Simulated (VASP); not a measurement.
Computed with PBE GGA, VASP's PBE PAW potentials (set 64) (plane waves; VASP).

VASP ran on this input.

**KPOINTS**
```
Automatic mesh
0
Gamma
7 7 7
0 0 0
```

**INCAR**
```
! general
SYSTEM =SrF2
PREC   =Accurate
ENCUT  =520
LREAL  =F
LASPH  =T

! electronic loop
EDIFF  =1E-7
NELM   =100
ALGO   =Normal
LMAXMIX=4

! smearing
ISMEAR =0
SIGMA  =0.05

! functional
GGA    =PE

! ions
ISIF   =2

! output
LWAVE  =F
LCHARG =F
```

File POSCAR:
```
SrF2
1
    0.0000000000     2.9623693865     2.9623693865
    2.9623693865     0.0000000000     2.9623693865
    2.9623693865     2.9623693865     0.0000000000
Sr F
1 2
Direct
  0.0000000000   0.0000000000   0.0000000000
  0.2500000000   0.2500000000   0.2500000000
  0.7500000000   0.7500000000   0.7500000000
```

POTCAR, in this order: Sr_sv F (PBE.64 set). Program: vasp_std.

The resulting files:

**OUTCAR**
```
 ion  position               nearest neighbor table
   1  0.000  0.000  0.000-   3 2.57   3 2.57   3 2.57   2 2.57   2 2.57   2 2.57   3 2.57   2 2.57
  LATTYP: Found a face centered cubic cell.
 ALAT       =     5.9247387730
 Subroutine PRICEL returns:
 Original cell was already a primitive cell.
 Subroutine GETGRP returns: Found 48 space group operations
The static configuration has the point symmetry O_h .
The dynamic configuration has the point symmetry O_h .
 Subroutine INISYM returns: Found 48 space group operations
 Subroutine IBZKPT returns following result:
 Found     20 irreducible k-points:

 Following reciprocal coordinates:
            Coordinates               Weight
  0.000000  0.000000  0.000000      1.000000
  0.142857  0.000000  0.000000      8.000000
  0.285714  0.000000  0.000000      8.000000
  0.428571  0.000000  0.000000      8.000000
  0.142857  0.142857  0.000000      6.000000
  0.285714  0.142857  0.000000     24.000000
  0.428571  0.142857  0.000000     24.000000
 -0.428571  0.142857  0.000000     24.000000
 -0.285714  0.142857  0.000000     24.000000
 -0.142857  0.142857  0.000000     12.000000
  0.285714  0.285714  0.000000      6.000000
  0.428571  0.285714  0.000000     24.000000
 -0.428571  0.285714  0.000000     24.000000
 -0.285714  0.285714  0.000000     12.000000
  0.428571  0.428571  0.000000      6.000000
 -0.428571  0.428571  0.000000     12.000000
  0.428571  0.285714  0.142857     24.000000
 -0.428571  0.285714  0.142857     48.000000
 -0.428571  0.428571  0.142857     24.000000
 -0.285714  0.428571  0.142857     24.000000
   k-points           NKPTS =     20   k-points in BZ     NKDIM =     20   number of bands    NBANDS=     16
   number of dos      NEDOS =    301   number of ions     NIONS =      3
   total plane-waves  NPLWV =  32768
   dimension x,y,z NGX =    32 NGY =   32 NGZ =   32
   dimension x,y,z NGXF=    64 NGYF=   64 NGZF=   64
   ions per type =               1   2
   PREC   = accura    normal or accurate (medium, high low for compatibility)
   ISTART =      0    job   : 0-new  1-cont  2-samecut
   ICHARG =      2    charge: 1-file 2-atom 10-const
   ISPIN  =      1    spin polarized calculation?
   LNONCOLLINEAR =      F non collinear calculations
   LSORBIT =      F    spin-orbit coupling
   INIWAV =      1    electr: 0-lowe 1-rand  2-diag
   ENCUT  =  520.0 eV  38.22 Ry    6.18 a.u.   7.79  7.79  7.79*2*pi/ulx,y,z
   NELM   =    100;   NELMIN=  2; NELMDL= -5     # of ELM steps
   EDIFF  = 0.1E-06   stopping-criterion for ELM
   LREAL  =      F    real-space projection
   NLSPLINE    = F    spline interpolate recip. space projectors
   LMAXMIX     =    4 max onsite mixed and CHGCAR
   VOSKOWN=      0    Vosko Wilk Nusair interpolation
   EDIFFG = 0.1E-05   stopping-criterion for IOM
   NSW    =      0    number of steps for IOM
   NBLOCK =      1;   KBLOCK =      1    inner block; outer block
   IBRION =     -1    ionic relax: 0-MD 1-quasi-New 2-CG
   NFREE  =      0    steps in history (QN), initial steepest desc. (CG)
   ISIF   =      2    stress and relaxation
   ISYM   =      2    0-nonsym 1-usesym 2-fastsym
   TEIN   =    0.0    initial temperature
   TEBEG  =    0.0;   TEEND  =   0.0 temperature during run
   SMASS  =  -3.00    Nose mass-parameter (am)
   PSTRESS=    0.0 pullay stress
   NELECT =      24.0000    total number of electrons
   EFERMI =   0.00;   METHOD = LEGACY
   ISMEAR =     0;   SIGMA  =   0.05  broadening in eV -4-tet -1-fermi 0-gaus
   IALGO  =     38    algorithm
   LDIAG  =      T    sub-space diagonalisation (order eigenvalues)
   IMIX   =      4    mixing-type and parameters
     AMIX     =   0.40;   BMIX     =  1.00
     AMIX_MAG =   1.60;   BMIX_MAG =  1.00
     AMIN     =   0.10
...
```

File OSZICAR:
```
       N       E                     dE             d eps       ncg     rms          rms(c)
DAV:   1     0.148303653265E+03    0.14830E+03   -0.13820E+04   640   0.145E+03
DAV:   2    -0.127654515877E+02   -0.16107E+03   -0.15877E+03   832   0.317E+02
DAV:   3    -0.184846031466E+02   -0.57192E+01   -0.57135E+01   904   0.621E+01
DAV:   4    -0.186395103946E+02   -0.15491E+00   -0.15490E+00   912   0.697E+00
DAV:   5    -0.186412591098E+02   -0.17487E-02   -0.17487E-02   880   0.748E-01    0.137E+01
DAV:   6    -0.170397651780E+02    0.16015E+01   -0.85970E+00   664   0.200E+01    0.116E+01
DAV:   7    -0.170365939218E+02    0.31713E-02   -0.22440E-01   880   0.410E+00    0.619E+00
DAV:   8    -0.170562286893E+02   -0.19635E-01   -0.44976E-02   848   0.262E+00    0.501E-01
DAV:   9    -0.170636461193E+02   -0.74174E-02   -0.10372E-02   840   0.712E-01    0.311E-01
DAV:  10    -0.170653139485E+02   -0.16678E-02   -0.14616E-03   704   0.290E-01    0.771E-02
DAV:  11    -0.170655098738E+02   -0.19593E-03   -0.16538E-04   768   0.883E-02    0.203E-02
DAV:  12    -0.170655337967E+02   -0.23923E-04   -0.38275E-05   760   0.424E-02    0.191E-02
DAV:  13    -0.170655331416E+02    0.65506E-06   -0.32258E-06   760   0.148E-02    0.286E-03
DAV:  14    -0.170655331316E+02    0.10065E-07   -0.41117E-07   664   0.522E-03
   1 F= -.17065533E+02 E0= -.17065533E+02  d E =-.166092E-16
```

### OUTCAR
```
------------------------ aborting loop because EDIFF is reached ----------------------------------------
  FORCE on cell =-STRESS in cart. coord.  units (eV):
  Direction    XX          YY          ZZ          XY          YZ          ZX
  --------------------------------------------------------------------------------------
  Total       -0.6044955     -0.6044955     -0.6044955      0.0000000      0.0000000      0.0000000
  in kB      -18.6275628    -18.6275628    -18.6275628      0.0000000      0.0000000      0.0000000
  external PRESSURE =     -18.6275628 kB  Pullay stress =       0.0000000 kB
  volume of cell :       51.99
      direct lattice vectors                 reciprocal lattice vectors
     0.000000000  2.962369386  2.962369386    -0.168783813  0.168783813  0.168783813
     2.962369386  0.000000000  2.962369386     0.168783813 -0.168783813  0.168783813
     2.962369386  2.962369386  0.000000000     0.168783813  0.168783813 -0.168783813
 POSITION                                       TOTAL-FORCE (eV/Angst)
 -----------------------------------------------------------------------------------
      0.00000      0.00000      0.00000        -0.000000     -0.000000     -0.000000
      1.48118      1.48118      1.48118        -0.000000     -0.000000      0.000000
      4.44355      4.44355      4.44355         0.000000      0.000000     -0.000000
 -----------------------------------------------------------------------------------
    total drift:                               -0.000000     -0.000000      0.000000
  FREE ENERGIE OF THE ION-ELECTRON SYSTEM (eV)
  ---------------------------------------------------
  free  energy   TOTEN  =       -17.0655331316 eV

  energy  without entropy=      -17.0655331316  energy(sigma->0) =      -17.06553313
```
(Selected blocks of OUTCAR.)

The compound is SrF2 in the fluorite structure. This cell is one point of a volume scan, at 1.03 of the reference volume.
